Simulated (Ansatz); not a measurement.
# Rhodium, omega (AlB2-type) under r²SCAN: ground state and equation of state, part 2 of 2

Aim: take rhodium in the omega (AlB2-type) structure, relax it, solve it on a dense k-mesh, then scale the cell to 7 volumes from 88 to 112 % of the relaxed one and try a fit of the equation of state. Spin polarisation is left out. The k-meshes are 9×9×12 for the relaxation; 11×11×16 for the dense run; 10×10×13 for the volumes.

Ansatz 0.2.0; DFT, r2SCAN, plane waves (500 eV) with PAW, scalar-relativistic. Earlier steps stand in the parts before.

## (6) Equation of state: 96 %

Contents of input.yaml:

```yaml
crystal:
  lattice:
    - [4.24475958, 0.0, 0.0]
    - [-2.12237979, 3.6760696292, 0.0]
    - [0.0, 0.0, 2.6046735273]
  atoms:
    - { symbol: Rh, position: [1.0, 1.0, 0.0] }
    - { symbol: Rh, position: [0.3333333333, 0.6666666667, 0.5] }
    - { symbol: Rh, position: [0.6666666667, 0.3333333333, 0.5] }
hamiltonian:
  xc: r2scan
  pseudopotentials:
    kind: paw
    azcp:
      Rh: "pseudopotentials/Rh.paw.azcp"
basis:
  ecutwfc: 500
  fft_grid_basis: typed
kpoints:
  mp_grid: { grid: [10, 10, 13], shift: [0, 0, 0] }
magnetization:
  spin_polarized: false
scf:
  occupations: { method: fermi_dirac, width: 0.1 }
  lower_state_search: "off"
output:
  stress: true
```

On the command line:

```console
> ansatz run input.yaml --threads 1 --pin off --max-ram 3584MiB --backend cpu --events-out ev --progress --plain --runs-dir out
```

Standard output (excerpt; [...] marks lines left out):

```text
[...]
Pseudopotentials: kind: paw
Pseudopotential: Rh, paw, valence charge 17, recommended cutoff 500 eV (meta_gga), <dir>
Functional definition: r2SCAN
[...]
Crystal: 3 atoms, lattice volume = 40.643 Å³
Basis set: ecut = 500 eV, 1011 PW (Γ), exchange–correlation on 128×128×80 points (64 copies of the dense FFT grid, shifted against one another)
Bands: 31, of which v1, the nominal top of the filled ones, is band 26 counted from 1 (25 counted from 0)
Symmetry: 24 space group operations
Space group: P6/mmm (ITA 191), of the structure as read, at distance tolerance 3.4e-5 Å
k-points: 98 of 1300
[...]
SCF iter   1: F=-19245.134526 eV  HF=-19245.104900 eV  |F-HF|=2.96e-2  |Δ(HF+E_count)|=         —  Δρ=1.31e-2  dr2=1.96e-2  dr2_τ=2.74e-2  ethr=1.77e-3  ⟨swp⟩=5.5  Hψ=11767  notcnv=0
[...]
SCF iter   8: F=-19245.141097 eV  HF=-19245.141097 eV  |F-HF|=1.11e-8  |Δ(HF+E_count)|=   5.48e-7  Δρ=1.52e-5  dr2=1.97e-8  dr2_τ=1.15e-8  ethr=1.96e-10  ⟨swp⟩=2.8  Hψ=13042  notcnv=0
[...]
SCF converged after 8 iterations
Free energy (F): -19245.141097 eV
[...]
E sigma→0 (E₀):  -19245.058739 eV
Entropy (-TS):   -0.164715 eV (-54.905 meV/atom)
Fermi energy:    22.677744 eV
[...]
--- Stress (GPa, compression-positive) ---
       12.456934      -0.000000       0.000000
       -0.000000      12.456934       0.000000
        0.000000       0.000000      10.517449
  P = ⅓ Tr σ = 11.8104 GPa (118.104 kbar)
```

Wall time 18 s (1 thread of Intel Xeon Platinum 8259CL at 2.50GHz (Skylake/Cascade Lake), shared host); peak memory 0.67 GiB.

## (7) Equation of state: 100 %

input.yaml, as its differences from that of step 6:

```diff
@@ -2,5 +2,5 @@
   lattice:
-    - [4.24475958, 0.0, 0.0]
-    - [-2.12237979, 3.6760696292, 0.0]
-    - [0.0, 0.0, 2.6046735273]
+    - [4.302914198, 0.0, 0.0]
+    - [-2.151457099, 3.7264330058, 0.0]
+    - [0.0, 0.0, 2.640358421]
   atoms:
@@ -27 +27,5 @@
   stress: true
+  write_density: true
+  write_potential: true
+  elf: true
+  volumetric_format: npy
```

On the command line:

```console
> ansatz run input.yaml --threads 1 --pin off --max-ram 3584MiB --backend cpu --events-out ev --progress --plain --runs-dir out
```

Standard output (excerpt; [...] marks lines left out):

```text
[...]
[... 3 set-up lines as earlier in the session ...]
[...]
Crystal: 3 atoms, lattice volume = 42.337 Å³
Basis set: ecut = 500 eV, 1095 PW (Γ), exchange–correlation on 128×128×80 points (64 copies of the dense FFT grid, shifted against one another)
Bands: 31, of which v1, the nominal top of the filled ones, is band 26 counted from 1 (25 counted from 0)
[... 2 set-up lines as earlier in the session ...]
k-points: 98 of 1300
[...]
SCF iter   1: F=-19245.192664 eV  HF=-19245.168938 eV  |F-HF|=2.37e-2  |Δ(HF+E_count)|=         —  Δρ=1.27e-2  dr2=2.12e-2  dr2_τ=2.31e-2  ethr=1.77e-3  ⟨swp⟩=5.5  Hψ=11635  notcnv=0
[...]
SCF iter   8: F=-19245.200798 eV  HF=-19245.200798 eV  |F-HF|=9.90e-10  |Δ(HF+E_count)|=   5.54e-7  Δρ=1.29e-5  dr2=4.20e-8  dr2_τ=1.11e-8  ethr=1.96e-10  ⟨swp⟩=9.0  Hψ=21131  notcnv=0
[...]
SCF converged after 8 iterations
Free energy (F): -19245.200798 eV
[...]
E sigma→0 (E₀):  -19245.112856 eV
Entropy (-TS):   -0.175885 eV (-58.628 meV/atom)
Fermi energy:    21.509762 eV
[...]
--- Stress (GPa, compression-positive) ---
        0.256362      -0.000000       0.000000
       -0.000000       0.256362       0.000000
        0.000000       0.000000      -0.604776
  P = ⅓ Tr σ = -0.0307 GPa (-0.307 kbar)
--- Band table (eV; the first three rows and the last of 98) ---
[...]
```

Wall time 26 s (1 thread of Intel Xeon Platinum 8259CL at 2.50GHz (Skylake/Cascade Lake), shared host); peak memory 0.66 GiB.

## (8) Equation of state: 104 %

input.yaml, as its differences from that of step 7:

```diff
@@ -2,5 +2,5 @@
   lattice:
-    - [4.302914198, 0.0, 0.0]
-    - [-2.151457099, 3.7264330058, 0.0]
-    - [0.0, 0.0, 2.640358421]
+    - [4.3595379836, 0.0, 0.0]
+    - [-2.1797689918, 3.7754706425, 0.0]
+    - [0.0, 0.0, 2.6751039637]
   atoms:
@@ -27,5 +27 @@
   stress: true
-  write_density: true
-  write_potential: true
-  elf: true
-  volumetric_format: npy
```

On the command line:

```console
> ansatz run input.yaml --threads 1 --pin off --max-ram 3584MiB --backend cpu --events-out ev --progress --plain --runs-dir out
```

Standard output (excerpt; [...] marks lines left out):

```text
[...]
[... 3 set-up lines as earlier in the session ...]
[...]
Crystal: 3 atoms, lattice volume = 44.030 Å³
Basis set: ecut = 500 eV, 1119 PW (Γ), exchange–correlation on 128×128×80 points (64 copies of the dense FFT grid, shifted against one another)
Bands: 31, of which v1, the nominal top of the filled ones, is band 26 counted from 1 (25 counted from 0)
[... 2 set-up lines as earlier in the session ...]
k-points: 98 of 1300
[...]
SCF iter   1: F=-19245.138365 eV  HF=-19245.120655 eV  |F-HF|=1.77e-2  |Δ(HF+E_count)|=         —  Δρ=1.23e-2  dr2=2.44e-2  dr2_τ=2.02e-2  ethr=1.77e-3  ⟨swp⟩=5.5  Hψ=11457  notcnv=0
[...]
SCF iter   8: F=-19245.149587 eV  HF=-19245.149587 eV  |F-HF|=3.44e-8  |Δ(HF+E_count)|=   7.30e-7  Δρ=1.23e-5  dr2=9.30e-8  dr2_τ=7.39e-9  ethr=1.96e-10  ⟨swp⟩=4.1  Hψ=10741  notcnv=0
[...]
SCF converged after 8 iterations
Free energy (F): -19245.149587 eV
[...]
E sigma→0 (E₀):  -19245.055925 eV
Entropy (-TS):   -0.187322 eV (-62.441 meV/atom)
Fermi energy:    20.432752 eV
[...]
--- Stress (GPa, compression-positive) ---
       -9.271648      -0.000000       0.000000
       -0.000000      -9.271648       0.000000
        0.000000       0.000000      -9.283584
  P = ⅓ Tr σ = -9.2756 GPa (-92.756 kbar)
```

It took 20 s on 1 thread of Intel Xeon Platinum 8259CL at 2.50GHz (Skylake/Cascade Lake), shared host; peak memory 0.67 GiB.

## (9) Equation of state: 108 %

input.yaml, as its differences from that of step 8:

```diff
@@ -2,5 +2,5 @@
   lattice:
-    - [4.3595379836, 0.0, 0.0]
-    - [-2.1797689918, 3.7754706425, 0.0]
-    - [0.0, 0.0, 2.6751039637]
+    - [4.4147278675, 0.0, 0.0]
+    - [-2.2073639338, 3.8232664841, 0.0]
+    - [0.0, 0.0, 2.7089696343]
   atoms:
@@ -27 +27,5 @@
   stress: true
+  write_density: true
+  write_potential: true
+  elf: true
+  volumetric_format: npy
```

On the command line:

```console
> ansatz run input.yaml --threads 1 --pin off --max-ram 3584MiB --backend cpu --events-out ev --progress --plain --runs-dir out
```

Standard output (excerpt; [...] marks lines left out):

```text
[...]
[... 3 set-up lines as earlier in the session ...]
[...]
Crystal: 3 atoms, lattice volume = 45.724 Å³
Basis set: ecut = 500 eV, 1137 PW (Γ), exchange–correlation on 144×144×80 points (64 copies of the dense FFT grid, shifted against one another)
Bands: 31, of which v1, the nominal top of the filled ones, is band 26 counted from 1 (25 counted from 0)
[... 1 set-up line as earlier in the session ...]
Space group: P6/mmm (ITA 191), of the structure as read, at distance tolerance 3.6e-5 Å
k-points: 98 of 1300
[...]
SCF iter   1: F=-19244.996043 eV  HF=-19244.985124 eV  |F-HF|=1.09e-2  |Δ(HF+E_count)|=         —  Δρ=1.21e-2  dr2=2.96e-2  dr2_τ=1.84e-2  ethr=1.77e-3  ⟨swp⟩=5.4  Hψ=11209  notcnv=0
[...]
SCF iter   8: F=-19245.011961 eV  HF=-19245.011960 eV  |F-HF|=1.85e-7  |Δ(HF+E_count)|=   1.09e-6  Δρ=1.76e-5  dr2=7.33e-8  dr2_τ=1.65e-8  ethr=1.96e-10  ⟨swp⟩=6.6  Hψ=19892  notcnv=0
[...]
SCF converged after 8 iterations
Free energy (F): -19245.011961 eV
[...]
E sigma→0 (E₀):  -19244.912474 eV
Entropy (-TS):   -0.198973 eV (-66.324 meV/atom)
Fermi energy:    19.436974 eV
[...]
--- Stress (GPa, compression-positive) ---
      -16.679563       0.000000      -0.000000
       -0.000000     -16.679563       0.000000
       -0.000000       0.000000     -16.026773
  P = ⅓ Tr σ = -16.4620 GPa (-164.620 kbar)
--- Band table (eV; the first three rows and the last of 98) ---
[...]
```

Wall time 33 s (1 thread of Intel Xeon Platinum 8259CL at 2.50GHz (Skylake/Cascade Lake), shared host); peak memory 0.69 GiB.

## (10) Equation of state: 112 %

input.yaml, as its differences from that of step 9:

```diff
@@ -2,5 +2,5 @@
   lattice:
-    - [4.4147278675, 0.0, 0.0]
-    - [-2.2073639338, 3.8232664841, 0.0]
-    - [0.0, 0.0, 2.7089696343]
+    - [4.4685713188, 0.0, 0.0]
+    - [-2.2342856594, 3.8698962807, 0.0]
+    - [0.0, 0.0, 2.7420091055]
   atoms:
@@ -27,5 +27 @@
   stress: true
-  write_density: true
-  write_potential: true
-  elf: true
-  volumetric_format: npy
```

On the command line:

```console
> ansatz run input.yaml --threads 1 --pin off --max-ram 3584MiB --backend cpu --events-out ev --progress --plain --runs-dir out
```

Standard output (excerpt; [...] marks lines left out):

```text
[...]
[... 3 set-up lines as earlier in the session ...]
[...]
Crystal: 3 atoms, lattice volume = 47.417 Å³
Basis set: ecut = 500 eV, 1179 PW (Γ), exchange–correlation on 144×144×80 points (64 copies of the dense FFT grid, shifted against one another)
Bands: 31, of which v1, the nominal top of the filled ones, is band 26 counted from 1 (25 counted from 0)
[... 2 set-up lines as earlier in the session ...]
k-points: 98 of 1300
[...]
SCF iter   1: F=-19244.786397 eV  HF=-19244.782036 eV  |F-HF|=4.36e-3  |Δ(HF+E_count)|=         —  Δρ=1.19e-2  dr2=3.54e-2  dr2_τ=1.71e-2  ethr=1.77e-3  ⟨swp⟩=5.3  Hψ=11017  notcnv=0
[...]
SCF iter  10: F=-19244.807353 eV  HF=-19244.807353 eV  |F-HF|=1.22e-8  |Δ(HF+E_count)|=   6.50e-7  Δρ=6.52e-6  dr2=4.43e-9  dr2_τ=8.11e-10  ethr=1.96e-10  ⟨swp⟩=2.9  Hψ=11396  notcnv=0
[...]
SCF converged after 10 iterations
Free energy (F): -19244.807353 eV
[...]
E sigma→0 (E₀):  -19244.701952 eV
Entropy (-TS):   -0.210802 eV (-70.267 meV/atom)
Fermi energy:    18.513846 eV
[...]
--- Stress (GPa, compression-positive) ---
      -22.399243       0.000000       0.000000
        0.000000     -22.399243       0.000000
        0.000000       0.000000     -21.231735
  P = ⅓ Tr σ = -22.0101 GPa (-220.101 kbar)
```

Wall time 25 s (1 thread of Intel Xeon Platinum 8259CL at 2.50GHz (Skylake/Cascade Lake), shared host); peak memory 0.7 GiB.

## (11) Energy and pressure against volume

The cell was scaled evenly, with its shape and the fractional positions fixed.

```
V (Å³/atom)  E − E₀ (meV/atom)  P from the stress (GPa)  P from the fit (GPa)
     12.419              209.2                    46.25                 45.84
     12.983               83.4                    26.94                 26.42
     13.548               18.0                    11.81                 11.27
     14.112                0.0                    -0.03                 -0.56
     14.677               19.0                    -9.28                 -9.80
     15.241               66.8                   -16.46                -17.02
     15.806              137.0                   -22.01                -22.63
```

Fit (Birch-Murnaghan, third order): V₀ = 14.082 Å³/atom, B₀ = 264 GPa, B₀′ = 5.1, largest residual 0.06 meV/atom.

The fit is made to E(σ → 0), while the stress belongs to the free energy F; that is one source of the offset between the two pressures.

## (12) Summary of results

What follows sums up all 2 parts.

```
                      quantity                                   value
space group (spins left aside)                        P6/mmm (No. 191)
             conventional cell  a = 4.303 Å, c = 2.640 Å (c/a = 0.614)
                        volume                          14.112 Å³/atom
             shortest distance                                 2.484 Å
               gap on the mesh            none (levels filled in part)
               relative to fcc                           +236 meV/atom
                   V₀, B₀, B₀′            14.082 Å³/atom, 264 GPa, 5.1
```

**Reading.** From the guessed start the volume grew by 2.6 % in 5 steps. Against the reference form of rhodium (fcc, computed apart with the same settings) it stands 236 meV/atom higher, so it is far from stable. No gap shows: it is a metal or semimetal at this level. B₀ comes out at 264 GPa; letting shape and positions relax at each volume could only lower it. The symmetry was held, so the structure may be unstable against distortions that break it.
